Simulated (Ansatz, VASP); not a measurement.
One calculation of F, two programs

```
F
1.0
     0.00000    1.58807    1.58807
     1.58807    0.00000    1.58807
     1.58807    1.58807    0.00000
F
1
Direct
  0.00000 0.00000 0.00000
```

Alike in both runs: functional PBE; k mesh 19 × 19 × 19; occupations fermi-dirac, width 0.08 eV; no spin polarisation.

Ansatz relaxed the structure, and its values are those at the end. VASP's run is a single point on that final structure, the one shown.

|  | VASP | Ansatz |
| --- | --- | --- |
| version | VASP 6.6.1 | Ansatz 0.2.0 |
| potentials or method | VASP PAW PBE potentials, release 64 (F) | PAW with Ansatz's default frozen-core files, scalar-relativistic |
| plane-wave cutoff (eV) | 520 | 420 |
| valence electrons in the cell | 7 | 7 |

Ansatz gave:

```
pressure (GPa) : 23.0
```

Q: Estimate VASP's values.

A: Pressure (GPa): 22.1.

Caveats: so large a pressure means that the cell lies far from this level's equilibrium, or that cutoff or potentials fall short (VASP); an odd number of electrons without spin polarisation forces a metal; a magnetic or distorted state may lie lower.
